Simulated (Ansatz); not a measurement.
Crystal: TiO2 (Anatase).

```
Ti O
1.0
    -1.89210    1.89210    4.75730
     1.89210   -1.89210    4.75730
     1.89210    1.89210   -4.75730
Ti O
2 4
Direct
  0.75000 0.25000 0.50000
  0.00000 0.00000 0.00000
  0.79190 0.79190 0.00000
  0.54190 0.04190 0.50000
  0.95810 0.45810 0.50000
  0.20810 0.20810 0.00000
```

* Program: Ansatz 0.2.0
* Task: relaxation of cell and atoms
* Functional: PBE
* Potentials or basis: PseudoDojo stringent (PBE files)
* Cutoff: 1252 eV
* Density cutoff: 5007 eV
* k mesh: 10 × 10 × 10
* Occupations: fermi-dirac, width 0.05 eV
* Spin: no spin polarisation

At the start: volume 11.35 Å³/atom.

Q: How do energy, volume and symmetry change on relaxing?

A: It ends after 5 steps and the volume is 11.65 Å³/atom (+2.6 %); space group I4_1/amd (No. 141, to 0.05 Å).

The path:
```
step  energy change (eV)  largest force (eV/Å)  volume (Å³)
   1              0.0000                0.0872        68.13
   2             -0.0223                0.0277        69.26
   3             -0.0258                0.0047        69.86
   4             -0.0263                0.0067        69.90
   5             -0.0265                0.0067        69.90
```

Final structure:
```
Ti O
1.0
    -1.89852    1.89852    4.84794
     1.89852   -1.89852    4.84794
     1.89852    1.89852   -4.84794
Ti O
2 4
Direct
  0.75000 0.25000 0.50000
  0.00000 0.00000 0.00000
  0.79353 0.79353 0.00000
  0.54353 0.04353 0.50000
  0.95647 0.45647 0.50000
  0.20647 0.20647 0.00000
```

Caveat: the plane-wave basis is chosen anew once the cell has moved, so the energies of steps on either side of that aren't comparable.
